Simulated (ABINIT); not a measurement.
# ZnO (zincite) (P6_3mc) in ABINIT: notebook

One crystal, ZnO (zincite), is run at these levels: PBE; tasks: band structure.

Everything below comes from runs of ABINIT 10.8.3 (patched build). Logs are shortened: lines on timing, memory, paths and dates and some standing lists are left out, and cuts for length are marked. The log counts tension as positive stress, the text compression.

**Measured values to compare with.**

“Electronic structure of alkaline earth and post-transition metal oxides”, 2009, arxiv:0908.1581 quotes, for a bulk crystal of ZnO: band gap 3.37 eV.

The runs below are set against these values where they give the same quantity.

## (1) The structure

It takes space group P6_3mc (No. 186, hexagonal). The conventional cell has a = 3.249 Å, b = 3.249 Å, c = 5.206 Å, α = 90.00°, β = 90.00°, γ = 120.00°. Around Zn (site symmetry 3m) lie 4 O at 1.97 to 1.98 Å. O (site symmetry 3m) has 4 Zn at 1.97 to 1.98 Å as nearest neighbours.

## (2) Band structure, PBE

Input file run.abi:

```
ndtset 2

pp_dirpath "./"
pseudos "Zn.upf, O.upf"

acell 3.249308 3.249308 5.205709 Angstrom
rprim
     1.0000000000     0.0000000000     0.0000000000
    -0.5000000000     0.8660254038     0.0000000000
     0.0000000000     0.0000000000     1.0000000000
ntypat 2
znucl 30 8
natom 4
typat 1 1 2 2
xred
     0.6666666667     0.3333333333     0.0000000000
     0.3333333333     0.6666666667     0.5000000000
     0.3333333333     0.6666666667     0.8790100000
     0.6666666667     0.3333333333     0.3790100000

ecut 42.0

ixc 11

occopt 3
tsmear 0.00183747

nstep 100

iomode 3
prtwf 0
prteig 0
prtebands 0
enunit 1
prtden1 1
prtvha1 1
prtvclmb1 1
prtpot1 1
prtelf1 1

kptopt1 1
ngkpt1 9 9 5
nshiftk1 1
shiftk1 0.0 0.0 0.0
nband1 32
tolvrs1 1.0e-10

iscf2 -2
getden2 1
nband2 38
nbdbuf2 4
tolwfr2 1.0e-11
kptopt2 -7
ndivsm2 5
prteig2 1
prtvol2 -3
kptbounds2
     0.0000000000     0.0000000000     0.0000000000
     0.5000000000     0.0000000000     0.0000000000
     0.3333333333     0.3333333333     0.0000000000
     0.0000000000     0.0000000000     0.0000000000
     0.0000000000     0.0000000000     0.5000000000
     0.5000000000     0.0000000000     0.5000000000
     0.3333333333     0.3333333333     0.5000000000
     0.0000000000     0.0000000000     0.5000000000
```

Potentials or basis: PseudoDojo NC SR PBE v0.4.1 standard.

Command:

```bash
abinit run.abi > log 2>&1
```

run.abo:

```text
.Version 10.8.3 of ABINIT
 DATASET    1 : space group P6_3 m c (#186); Bravais hP (primitive hexag.)
================================================================================
 Values of the parameters that define the memory need for DATASET  1.
     intxc =       0    ionmov =       0      iscf =       7    lmnmax =       6
     lnmax =       6     mgfft =      60  mpssoang =       3    mqgrid =    3001
     natom =       4  nloc_mem =       1    nspden =       1   nspinor =       1
    nsppol =       1      nsym =      12    n1xccc =    2501    ntypat =       2
    occopt =       3   xclevel =       2
       mpw =        4221          nfft =       77760          nkpt =          36
================================================================================
================================================================================

 DATASET    2 : space group P6_3 m c (#186); Bravais hP (primitive hexag.)
================================================================================
 Values of the parameters that define the memory need for DATASET  2.
     intxc =       0    ionmov =       0      iscf =      -2    lmnmax =       6
     lnmax =       6     mgfft =      60  mpssoang =       3    mqgrid =    3001
     natom =       4  nloc_mem =       1    nspden =       1   nspinor =       1
    nsppol =       1      nsym =      12    n1xccc =    2501    ntypat =       2
    occopt =       3   xclevel =       2
       mpw =        4221          nfft =       77760          nkpt =          56
================================================================================
================================================================================

--------------------------------------------------------------------------------
------------- Echo of variables that govern the present computation ------------
--------------------------------------------------------------------------------
 -outvars: echo values of preprocessed input variables --------
            acell      6.1403022187E+00  6.1403022187E+00  9.8373643012E+00 Bohr
              amu      6.53900000E+01  1.59994000E+01
             ecut      4.20000000E+01 Hartree
           enunit           1
           getden1          0
           getden2          1
             iscf1          7
             iscf2         -2
              ixc          11
           jdtset        1    2
[... 1052 lines left out ...]

 Mean square residual over all n,k,spin=   46.260E-13; max=  99.917E-13
 reduced coordinates (array xred) for    4 atoms
       0.666666666667      0.333333333333      0.000000000000
       0.333333333333      0.666666666667      0.500000000000
       0.333333333333      0.666666666667      0.879010000000
       0.666666666667      0.333333333333      0.379010000000

 cartesian coordinates (angstrom) at end:
    1      1.62465400000000     0.93799442425686     0.00000000000000
    2      0.00000000000000     1.87598884851371     2.60285450000000
    3      0.00000000000000     1.87598884851371     4.57587026809000
    4      1.62465400000000     0.93799442425686     1.97301576809000
 length scales=  6.140302218721  6.140302218721  9.837364301173 bohr
              =  3.249308000000  3.249308000000  5.205709000000 angstroms
 Eigenvalues (   eV  ) for nkpt=  56  k points:
 kpt#   1, nband= 38, wtk=  1.00000, kpt=  0.0000  0.0000  0.0000 (reduced coord)
-119.33126 -119.33109  -73.52163  -73.51845  -73.51840  -73.51840  -73.51782  -73.51782
 -13.87153  -13.13821   -1.58955   -1.58955   -1.55006   -1.44860   -1.39443   -1.39443
  -0.45154   -0.45154   -0.23930   -0.23930    0.04053    3.31109    3.31109    4.04529
   4.11374    4.11374    4.98527    9.40704   12.41397   17.04646   17.04646   18.30742
  18.31505   18.31505   20.68462   22.31858   22.31860   24.02351
 kpt#   2, nband= 38, wtk=  1.00000, kpt=  0.0556  0.0000  0.0000 (reduced coord)
-119.33126 -119.33109  -73.52160  -73.51847  -73.51846  -73.51842  -73.51789  -73.51784
 -13.85435  -13.13063   -1.61033   -1.57965   -1.53659   -1.43015   -1.39115   -1.38056
  -0.45859   -0.45277   -0.23766   -0.22509    0.03671    3.19664    3.26906    3.85725
   4.02505    4.09195    5.27981    9.54020   12.41260   16.66806   17.07611   18.05846
  18.36116   18.37448   20.61324   22.03317   22.32684   23.86390
 kpt#   3, nband= 38, wtk=  1.00000, kpt=  0.1111  0.0000  0.0000 (reduced coord)
-119.33125 -119.33108  -73.52153  -73.51863  -73.51851  -73.51848  -73.51807  -73.51787
 -13.80423  -13.10908   -1.66113   -1.55156   -1.50916   -1.41532   -1.33967   -1.33607
  -0.47871   -0.45460   -0.23333   -0.18264    0.02596    2.87335    3.14861    3.43254
   3.96280    4.02809    5.82720    9.90346   12.40745   15.86284   17.16276   17.45100
[... 305 lines left out ...]
   3.60291    3.60291    7.97102    7.97102   14.25780   14.25780   16.65775   16.65775
  17.41291   17.41291   22.52028   22.52028   24.17624   24.17739
 kpt#  55, nband= 38, wtk=  1.00000, kpt=  0.0303  0.0303  0.5000 (reduced coord)
-119.33117 -119.33117  -73.52005  -73.52005  -73.51816  -73.51816  -73.51813  -73.51813
 -13.50327  -13.50327   -1.79604   -1.79604   -1.51037   -1.51037   -1.50698   -1.50698
  -0.32347   -0.32347   -0.32277   -0.32277    1.88810    1.88810    3.63811    3.63811
   3.68915    3.68915    7.72863    7.72863   14.29353   14.29353   17.12119   17.12119
  17.35143   17.35143   22.49744   22.49744   24.35354   24.42142
 kpt#  56, nband= 38, wtk=  1.00000, kpt=  0.0000  0.0000  0.5000 (reduced coord)
-119.33118 -119.33118  -73.52004  -73.52004  -73.51811  -73.51811  -73.51811  -73.51811
 -13.51483  -13.51483   -1.78721   -1.78721   -1.51827   -1.51827   -1.51827   -1.51827
  -0.32284   -0.32284   -0.32284   -0.32284    1.88879    1.88879    3.71765    3.71765
   3.71765    3.71765    7.63906    7.63906   14.30021   14.30021   17.32651   17.32651
  17.32651   17.32651   22.38020   22.38020   24.35152   24.35152

== END DATASET(S) ==============================================================
================================================================================

 -outvars: echo values of variables after computation  --------
            acell      6.1403022187E+00  6.1403022187E+00  9.8373643012E+00 Bohr
           etotal1    -4.5121040658E+02
            fcart1    -0.0000000000E+00 -4.6585051937E-27 -1.3758350877E-03
                      -0.0000000000E+00  1.8228933367E-27 -1.3758350877E-03
                      -0.0000000000E+00  1.8228933367E-27  1.3758350877E-03
                      -0.0000000000E+00  1.0127185204E-27  1.3758350877E-03
            rprim      1.0000000000E+00  0.0000000000E+00  0.0000000000E+00
                      -5.0000000000E-01  8.6602540380E-01  0.0000000000E+00
                       0.0000000000E+00  0.0000000000E+00  1.0000000000E+00
           strten1    -1.2954729384E-04 -1.2954729503E-04 -1.8581647692E-04
                       0.0000000000E+00  0.0000000000E+00  0.0000000000E+00
           xangst      1.6246540000E+00  9.3799442426E-01  0.0000000000E+00
                       6.5619490340E-17  1.8759888485E+00  2.6028545000E+00
                       6.5619490340E-17  1.8759888485E+00  4.5758702681E+00
                       1.6246540000E+00  9.3799442426E-01  1.9730157681E+00
             xred      6.6666666667E-01  3.3333333333E-01  0.0000000000E+00
                       3.3333333333E-01  6.6666666667E-01  5.0000000000E-01
                       3.3333333333E-01  6.6666666667E-01  8.7901000000E-01
                       6.6666666667E-01  3.3333333333E-01  3.7901000000E-01
 Calculation completed.
```

Wall time 3.7 min (1 thread of Intel Xeon 6975P-C (Granite Rapids), shared host); peak memory 0.2 GiB.

Results:

* Free energy: -12278.0607 eV
* Pressure: 4.4 GPa
* Largest force: 0.071 eV/Å
* Band gap on the k mesh: 0.87 eV, direct
* Band gap along the path: 0.87 eV, direct
* Valence electrons inside the program's atomic spheres: Zn 18.17; O 6.25

Forces on the atoms (eV/Å):
```
Zn   0.000  0.000 -0.071
Zn   0.000  0.000 -0.071
O    0.000  0.000  0.071
O    0.000  0.000  0.071
```

Levels at the corners of the path, in eV from the valence-band top:
| point | band 22 | band 23 | band 24 | band 25 | band 26 | band 27 | band 28 | band 29 | band 30 | band 31 |
| --- | --- | --- | --- | --- | --- | --- | --- | --- | --- | --- |
| Γ | -0.80 | -0.80 | -0.07 | 0.00 | 0.00 | 0.87 | 5.29 | 8.30 | 12.93 | 12.93 |
| M | -3.51 | -2.81 | -2.26 | -1.27 | -0.82 | 5.84 | 6.92 | 7.68 | 8.54 | 10.70 |
| K | -3.52 | -3.52 | -1.90 | -1.90 | -1.69 | 7.74 | 7.74 | 7.75 | 8.18 | 10.88 |
| Γ | -0.80 | -0.80 | -0.07 | 0.00 | 0.00 | 0.87 | 5.29 | 8.30 | 12.93 | 12.93 |
| A | -2.22 | -0.40 | -0.40 | -0.40 | -0.40 | 3.53 | 3.53 | 10.19 | 10.19 | 13.21 |
| L | -3.76 | -1.49 | -1.49 | -1.34 | -1.34 | 5.79 | 5.79 | 8.47 | 8.47 | 11.39 |
| H | -3.71 | -2.67 | -2.67 | -1.21 | -1.21 | 8.05 | 8.05 | 8.10 | 8.10 | 8.87 |
| A | -2.22 | -0.40 | -0.40 | -0.40 | -0.40 | 3.53 | 3.53 | 10.19 | 10.19 | 13.21 |

## (3) Band structure, PBE

run.abi: that of step 2 with these lines changed.

```diff
@@ -20,3 +20,3 @@
 
-ecut 42.0
+ecut 46.0
```

Potentials or basis: PseudoDojo NC SR PBE v0.4 stringent.

Command:

```bash
abinit run.abi > log 2>&1
```

run.abo:

```text
.Version 10.8.3 of ABINIT
 DATASET    1 : space group P6_3 m c (#186); Bravais hP (primitive hexag.)
================================================================================
 Values of the parameters that define the memory need for DATASET  1.
     intxc =       0    ionmov =       0      iscf =       7    lmnmax =       6
     lnmax =       6     mgfft =      64  mpssoang =       3    mqgrid =    3004
     natom =       4  nloc_mem =       1    nspden =       1   nspinor =       1
    nsppol =       1      nsym =      12    n1xccc =    2501    ntypat =       2
    occopt =       3   xclevel =       2
       mpw =        4808          nfft =      102400          nkpt =          36
================================================================================
================================================================================

 DATASET    2 : space group P6_3 m c (#186); Bravais hP (primitive hexag.)
================================================================================
 Values of the parameters that define the memory need for DATASET  2.
     intxc =       0    ionmov =       0      iscf =      -2    lmnmax =       6
     lnmax =       6     mgfft =      64  mpssoang =       3    mqgrid =    3004
     natom =       4  nloc_mem =       1    nspden =       1   nspinor =       1
    nsppol =       1      nsym =      12    n1xccc =    2501    ntypat =       2
    occopt =       3   xclevel =       2
       mpw =        4822          nfft =      102400          nkpt =          56
================================================================================
================================================================================

--------------------------------------------------------------------------------
------------- Echo of variables that govern the present computation ------------
--------------------------------------------------------------------------------
[... 1084 lines left out ...]
   4.11933    4.11933    4.98511    9.40724   12.42002   17.04617   17.04617   18.30687
  18.31565   18.31565   20.68523   22.31779   22.31781   24.01457
 kpt#   2, nband= 38, wtk=  1.00000, kpt=  0.0556  0.0000  0.0000 (reduced coord)
-119.32955 -119.32938  -73.51973  -73.51659  -73.51657  -73.51653  -73.51600  -73.51595
 -13.85991  -13.13654   -1.60815   -1.57745   -1.53443   -1.42796   -1.38897   -1.37837
  -0.45671   -0.45089   -0.23574   -0.22316    0.03866    3.20144    3.27400    3.86166
   4.03059    4.09753    5.28086    9.54059   12.41859   16.66798   17.07599   18.05897
  18.36178   18.37405   20.61343   22.03247   22.32663   23.87505
 kpt#   3, nband= 38, wtk=  1.00000, kpt=  0.1111  0.0000  0.0000 (reduced coord)
-119.32954 -119.32938  -73.51965  -73.51674  -73.51664  -73.51659  -73.51619  -73.51599
 -13.80981  -13.11500   -1.65897   -1.54936   -1.50700   -1.41312   -1.33747   -1.33389
  -0.47684   -0.45272   -0.23140   -0.18066    0.02790    2.87766    3.15343    3.43622
   3.96827    4.03362    5.82908    9.90436   12.41317   15.86319   17.16305   17.45148
[... 305 lines left out ...]
   3.60807    3.60807    7.97382    7.97382   14.25928   14.25928   16.65835   16.65835
  17.41316   17.41316   22.52107   22.52107   24.17820   24.20881
 kpt#  55, nband= 38, wtk=  1.00000, kpt=  0.0303  0.0303  0.5000 (reduced coord)
-119.32947 -119.32947  -73.51817  -73.51817  -73.51627  -73.51627  -73.51624  -73.51624
 -13.50899  -13.50899   -1.79399   -1.79399   -1.50819   -1.50819   -1.50480   -1.50480
  -0.32156   -0.32156   -0.32086   -0.32086    1.89072    1.89072    3.64328    3.64328
   3.69440    3.69440    7.73117    7.73117   14.29521   14.29521   17.12128   17.12128
  17.35139   17.35139   22.49823   22.49823   24.32623   24.41277
 kpt#  56, nband= 38, wtk=  1.00000, kpt=  0.0000  0.0000  0.5000 (reduced coord)
-119.32947 -119.32947  -73.51817  -73.51817  -73.51622  -73.51622  -73.51622  -73.51622
 -13.52055  -13.52055   -1.78517   -1.78517   -1.51609   -1.51609   -1.51609   -1.51609
  -0.32093   -0.32093   -0.32093   -0.32093    1.89140    1.89140    3.72292    3.72292
   3.72292    3.72292    7.64147    7.64147   14.30195   14.30195   17.32637   17.32637
  17.32637   17.32637   22.38100   22.38100   24.35261   24.35261

== END DATASET(S) ==============================================================
================================================================================

 -outvars: echo values of variables after computation  --------
            acell      6.1403022187E+00  6.1403022187E+00  9.8373643012E+00 Bohr
           etotal1    -4.5129772123E+02
            fcart1    -2.6311198966E-28  1.1646262984E-27 -1.3633159678E-03
                       1.1401519552E-27  3.5445148213E-28 -1.3633159678E-03
                      -2.6311198966E-28 -4.5572333417E-28  1.3633159678E-03
                      -6.1392797588E-28 -1.0633544464E-27  1.3633159678E-03
            rprim      1.0000000000E+00  0.0000000000E+00  0.0000000000E+00
                      -5.0000000000E-01  8.6602540380E-01  0.0000000000E+00
                       0.0000000000E+00  0.0000000000E+00  1.0000000000E+00
           strten1    -1.3327123142E-04 -1.3327123261E-04 -1.8971804922E-04
                       0.0000000000E+00  0.0000000000E+00  0.0000000000E+00
           xangst      1.6246540000E+00  9.3799442426E-01  0.0000000000E+00
                       6.5619490340E-17  1.8759888485E+00  2.6028545000E+00
                       6.5619490340E-17  1.8759888485E+00  4.5758702681E+00
                       1.6246540000E+00  9.3799442426E-01  1.9730157681E+00
             xred      6.6666666667E-01  3.3333333333E-01  0.0000000000E+00
                       3.3333333333E-01  6.6666666667E-01  5.0000000000E-01
                       3.3333333333E-01  6.6666666667E-01  8.7901000000E-01
                       6.6666666667E-01  3.3333333333E-01  3.7901000000E-01
 Calculation completed.
```

Wall time 4.7 min (1 thread of Intel Xeon 6975P-C (Granite Rapids), shared host); peak memory 0.22 GiB.

What came out:

| Item | Value |
| --- | --- |
| Free energy | -12280.4366 eV |
| Pressure | 4.5 GPa |
| Largest force | 0.070 eV/Å |
| Band gap on the k mesh | 0.87 eV, direct |
| Band gap along the path | 0.87 eV, direct |
| Valence electrons inside the program's atomic spheres | Zn 18.16; O 6.25 |

Forces on the atoms (eV/Å):
```
Zn   0.000  0.000 -0.070
Zn   0.000  0.000 -0.070
O    0.000  0.000  0.070
O    0.000  0.000  0.070
```

Stress tensor (GPa, compression positive):
```
3.92 0.00 0.00
0.00 3.92 0.00
0.00 0.00 5.58
```

Levels at the corners of the path, in eV from the valence-band top:
```
point  band 22  band 23  band 24  band 25  band 26  band 27  band 28  band 29  band 30  band 31
    Γ    -0.80    -0.80    -0.07     0.00     0.00     0.87     5.29     8.30    12.93    12.93
    M    -3.51    -2.81    -2.26    -1.27    -0.82     5.84     6.92     7.68     8.54    10.70
    K    -3.52    -3.52    -1.90    -1.90    -1.69     7.74     7.74     7.75     8.18    10.88
    Γ    -0.80    -0.80    -0.07     0.00     0.00     0.87     5.29     8.30    12.93    12.93
    A    -2.23    -0.40    -0.40    -0.40    -0.40     3.52     3.52    10.18    10.18    13.21
    L    -3.77    -1.49    -1.49    -1.34    -1.34     5.79     5.79     8.47     8.47    11.38
    H    -3.71    -2.67    -2.67    -1.21    -1.21     8.05     8.05     8.09     8.09     8.87
    A    -2.23    -0.40    -0.40    -0.40    -0.40     3.52     3.52    10.18    10.18    13.21
```

(Continued in part 2 of 2.)
